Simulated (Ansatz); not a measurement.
## Finding the fault: Cs2ThCl6 (P-3m1) (324 atoms)

Program: Ansatz 0.2.0. The cell: 72 Cs, 36 Th and 216 Cl.

Input file input.yaml:

```yaml
crystal:
  lattice:
    - [22.842, 0.0, 0.0]
    - [-11.421, 19.78175, 0.0]
    - [0.0, 0.0, 24.152]
  atoms:
    - { symbol: Cs, position: [0.11091, 0.22217, 0.18769] }
    - { symbol: Cs, position: [0.22288, 0.11099, 0.06212] }
    - { symbol: Th, position: [0.0001, 0.99956, 5.0e-05] }
    - { symbol: Cl, position: [0.05992, 0.27423, 0.06435] }
    - { symbol: Cl, position: [0.05952, 0.11817, 0.06394] }
    - { symbol: Cl, position: [0.21533, 0.2745, 0.06423] }
    - { symbol: Cl, position: [0.27399, 0.05903, 0.18684] }
    - { symbol: Cl, position: [0.11923, 0.05977, 0.18591] }
    - { symbol: Cl, position: [0.27463, 0.21481, 0.18613] }
    - { symbol: Cs, position: [0.11131, 0.22213, 0.43783] }
    - { symbol: Cs, position: [0.22139, 0.1097, 0.31252] }
    - { symbol: Th, position: [0.00013, 0.00047, 0.24999] }
    - { symbol: Cl, position: [0.05956, 0.27449, 0.31395] }
    - { symbol: Cl, position: [0.05848, 0.11856, 0.31392] }
    - { symbol: Cl, position: [0.21548, 0.27451, 0.31446] }
    - { symbol: Cl, position: [0.27404, 0.05849, 0.43574] }
    - { symbol: Cl, position: [0.11881, 0.05923, 0.43585] }
    - { symbol: Cl, position: [0.27474, 0.2148, 0.43677] }
    [... 300 atom lines left out ...]
    - { symbol: Cl, position: [0.72618, 0.94171, 0.8148] }
    - { symbol: Cl, position: [0.72586, 0.78563, 0.81382] }
    - { symbol: Cl, position: [0.88161, 0.94084, 0.81422] }
    - { symbol: Cl, position: [0.94124, 0.72714, 0.93684] }
    - { symbol: Cl, position: [0.78532, 0.72636, 0.93591] }
    - { symbol: Cl, position: [0.94024, 0.8815, 0.9364] }
kpoints:
  mp_grid: { grid: [1, 1, 1] }
hamiltonian:
  xc: pbe
  hubbard: { sites: [{ species: Th, l: f, u_eff: 40.0 }] }
scf:
  occupations: { method: gaussian, width: 0.025 }
  max_iter: 80
output:
  forces: true
```

Command:

```bash
$ ansatz run input.yaml --threads 11 --pin off --max-ram 102400MiB --backend cuda --events-out ev --progress --plain --runs-dir out
```

Numbers of over 12 decimals in the logs are rounded to 6 here.

Output:

```text
Cs: projections on atomic orbitals take those of the free atom [Kr 4d10] 5s2 5p6 6s1, of charge +0.00 (hamiltonian.pseudopotentials.projection_atoms); the dataset's partial waves leave at most 8.5e-6 of an orbital's norm unspanned inside its sphere
Th: projections on atomic orbitals take those of the free atom [Xe 4f14 5d10] 5f0 6s2 6p6 6d2 7s2, of charge +0.00 (hamiltonian.pseudopotentials.projection_atoms); the dataset's partial waves leave at most 9.8e-5 of an orbital's norm unspanned inside its sphere
Cl: projections on atomic orbitals take those of the free atom [Ne] 3s2 3p5, of charge +0.00 (hamiltonian.pseudopotentials.projection_atoms); the dataset's partial waves leave at most 2.1e-7 of an orbital's norm unspanned inside its sphere
Engine: ansatz 0.2.0, x86_64-unknown-linux-gnu
Pseudopotentials: kind: paw
Pseudopotential: Cs, paw, valence charge 9, recommended cutoff 420 eV (normal), Cs.paw.azcp
Pseudopotential: Th, paw, valence charge 12, recommended cutoff 420 eV (normal), Th.paw.azcp
Pseudopotential: Cl, paw, valence charge 7, recommended cutoff 420 eV (normal), Cl.paw.azcp
[... 5 lines on functional and potentials left out ...]
device memory: the entry about to start is reckoned to put 41.4 GiB on a device that reports 78.6 GiB free
GPU FFT provider: cuFFT
GPU libraries: cuBLAS 13.8.2, cuFFT 12.4.0, cuSOLVER 12.3.4
Crystal: 324 atoms, lattice volume = 10913.196 Å³
Basis set: ecut = 420 eV, 213321 PW (Γ), exchange–correlation on 320×320×324 points (8 copies of the dense FFT grid, shifted against one another)
Bands: 1620, of which v1, the nominal top of the filled ones, is band 1296 counted from 1 (1295 counted from 0)
Symmetry: 1 space group operations
Space group: P1 (ITA 1), of the structure as read, at distance tolerance 2.2e-4 Å
k-points: 1
[... 7 lines on functional and potentials left out ...]
Initial density: superposition of atomic densities (chi_scale 0.1, normalization cell, long waves of neutral atoms under a Hubbard term (reshape's long-wave potential 0.01 eV rms, cloud 3.46 Å wide))
Initial wavefunctions: pseudopotential atomic-orbital guess
GPU buffer pool allocated for 4147200 grid points (all kernels)
GPU transforms: local potential and band sums: pruned to the plane-wave sphere, on 160×160×162
Functional: x = pbe(κ = 0.804, μ = 0.219515), c = pbe(β = 0.066725)
SCF iter   1: F=—  HF=-1118522.391729 eV  |F-HF|=—  |Δ(HF+E_count)|=         —  Δρ=2.91e-2  dr2=1.84e2  ethr=3.10e-3  ⟨swp⟩=14.0  Hψ=10638  notcnv=0  defer=62
preconditioner: auto → Resta (q_TF=auto, 2.147 Å⁻¹)  ε∞=3.6  [insulator: Δε(μ)=3.460 eV  Ē_g=10.151 eV  σ=0.025 eV  W_gap=1.00  n_scr=1846 (ndim 8)  ℏωp=16.5 eV  f_vac=0.000  D(μ)=0.00/eV (n_scr^D=0)  ε∞_Penn≈3.6]
SCF iter   2: F=—  HF=-1118471.270569 eV  |F-HF|=—  |Δ(HF+E_count)|=    5.11e1  Δρ=1.25e-2  dr2=4.47e1  ethr=3.10e-3  ⟨swp⟩=3.0  Hψ=3477  notcnv=0  defer=273
SCF iter   3: F=—  HF=-1118456.487246 eV  |F-HF|=—  |Δ(HF+E_count)|=    1.48e1  Δρ=4.38e-3  dr2=4.45e0  ethr=1.73e-3  ⟨swp⟩=4.0  Hψ=2662  notcnv=0  defer=273
SCF iter   4: F=—  HF=-1118455.110373 eV  |F-HF|=—  |Δ(HF+E_count)|=    1.38e0  Δρ=1.41e-3  dr2=5.40e-1  ethr=1.72e-4  ⟨swp⟩=5.0  Hψ=3779  notcnv=0  defer=250
SCF iter   5: F=—  HF=-1118455.109539 eV  |F-HF|=—  |Δ(HF+E_count)|=   8.34e-4  Δρ=4.78e-4  dr2=3.03e-2  ethr=2.08e-5  ⟨swp⟩=6.0  Hψ=3203  notcnv=0  defer=252
SCF iter   6: F=—  HF=-1118455.143441 eV  |F-HF|=—  |Δ(HF+E_count)|=   3.39e-2  Δρ=1.19e-4  dr2=1.97e-3  ethr=1.17e-6  ⟨swp⟩=6.0  Hψ=3930  notcnv=0  defer=248
SCF iter   7: F=—  HF=-1118455.146070 eV  |F-HF|=—  |Δ(HF+E_count)|=   2.63e-3  Δρ=2.66e-5  dr2=1.41e-4  ethr=7.58e-8  ⟨swp⟩=3.0  Hψ=2872  notcnv=0  defer=248
SCF iter   8: F=—  HF=-1118455.143434 eV  |F-HF|=—  |Δ(HF+E_count)|=   2.64e-3  Δρ=1.05e-5  dr2=2.21e-5  ethr=5.45e-9  ⟨swp⟩=3.0  Hψ=3714  notcnv=0  defer=248
SCF iter   9: F=—  HF=-1118455.143446 eV  |F-HF|=—  |Δ(HF+E_count)|=   1.20e-5  Δρ=4.14e-6  dr2=3.85e-6  ethr=8.54e-10  ⟨swp⟩=3.0  Hψ=2978  notcnv=0  defer=248
SCF iter  10: F=—  HF=-1118455.143448 eV  |F-HF|=—  |Δ(HF+E_count)|=   2.06e-6  Δρ=1.81e-6  dr2=5.20e-7  ethr=1.49e-10  ⟨swp⟩=3.0  Hψ=2870  notcnv=0  defer=248
SCF iter  11: F=-1118455.143448 eV  HF=-1118455.143448 eV  |F-HF|=1.21e-8  |Δ(HF+E_count)|=   3.73e-9  Δρ=5.31e-7  dr2=4.20e-8  ethr=3.86e-12  ⟨swp⟩=5.0  Hψ=5944  notcnv=0
SCF 1 converged in 11 iterations: F = -1118455.143448 eV  dr2 = 4.20e-8
[...]
SCF converged after 11 iterations
Free energy (F): -1118455.143448 eV
Harris-Foulkes:  -1118455.143448 eV  (|F-HF|=1.21e-8)
Internal energy: -1118455.143448 eV  (E = F + TS)
E sigma→0 (E₀):  -1118455.143448 eV
Fermi energy:    4.517372 eV
--- Per-component energies (eV) ---
  E_band       = -11904.235529
  E_kinetic    = 52954.923105
  E_local      = -92639.079034  (includes V_loc(G=0)·N_el)
  E_nonlocal   = 13797.137435
  E_hartree    = 29089.004801
  E_xc         = -49749.641635
  E_vxc        = -41900.696808  (∫ρ·V_xc dr)
  E_hubbard    = 22.254605  (on-site DFT+U / exact-exchange correction)
  E_vhub       = 22.178874  (the Hubbard potential's part of the band-sum identity)
  E_paw        = -940801.109744  (= ΣΔE_a)
  E_vpaw       = -2316.747540  (= ΣTr[D̂ρ^β])
  E_aug_tail   = 0.019412  (compensation charges beyond the density's cutoff)
  E_ewald      = -131128.652393
  E_smearing   = -0.000000  (= −TS)
  E_closure    = 0.000000  (closes the sum)
  Σ components = -1118455.143448   (vs F -1118455.143448, Δ=0.00e0)
--- Forces (eV/Å), atoms counted from 1 ---
  atom   1  Cs     0.00221305     0.01531957    -0.06806306
  atom   2  Cs    -0.01764837     0.01412615     0.07335394
  atom   3  Th    -0.01779472     0.04221546     0.05031591
  atom   4  Cl    -0.22934477     0.12146720    -0.20073160
  atom   5  Cl    -0.00213336    -0.19968738    -0.13581592
  atom   6  Cl     0.16394727     0.08090599    -0.14297432
  atom   7  Cl     0.08634189    -0.04787477     0.03606051
  atom   8  Cl    -0.21912941    -0.12232548     0.17151625
  atom   9  Cl    -0.01155098     0.15347173     0.12122376
  atom  10  Cs    -0.00257663     0.01016556    -0.07934809
  atom  11  Cs     0.00542480     0.01914499     0.07957339
  atom  12  Th     0.05827043    -0.09984993    -0.03285801
  atom  13  Cl    -0.20565559     0.11585899    -0.15671139
  atom  14  Cl     0.02309609    -0.15958946    -0.11795120
[...]
atom 323  Cl    -0.22025109    -0.13039292     0.18417404
  atom 324  Cl     0.00937965     0.17206019     0.09385272
  max |Σ_I F_I| component: 1.02e-5 eV/Å
Occupation matrices written to <dir>
```

Wall time 16 s (1 × NVIDIA H100 80GB HBM3 with 11 threads of AMD EPYC 7R13 (Zen 3), shared host); peak memory 9.5 GiB.

In the SCF lines HF is the Harris–Foulkes energy and dr2 the Hartree energy of the density residual, in eV; the loop may stop once dr2 is under the threshold and the program's other checks hold. Hψ counts applications of the Hamiltonian.

Against a sound run (Kohn-Sham DFT, PBE, PAW (set soft_2), plane waves):

* r.m.s. difference of force components: 443.9 meV/Å
* longest difference of force vectors: 1019 meV/Å
* force difference over r.m.s. force: 77.33 %

Q: Name the fault and the fix.

An enormous U: hamiltonian.hubbard.sites = [{"species": "Th", "l": "f", "u_eff": 40.0}].

The fix is to take out hamiltonian.hubbard.sites.

The run converged all the same, so the exit status doesn't show the fault.

[Logs are printed without paths, hosts, clocks, repeated set-up lines and the standing remarks that a program may print on its own settings, such as how far it seeks lower states.]

[Hosts, paths, dates, database ids (printed as entryN), source tags and the programs' standing remarks are cut or masked in the printed files.]
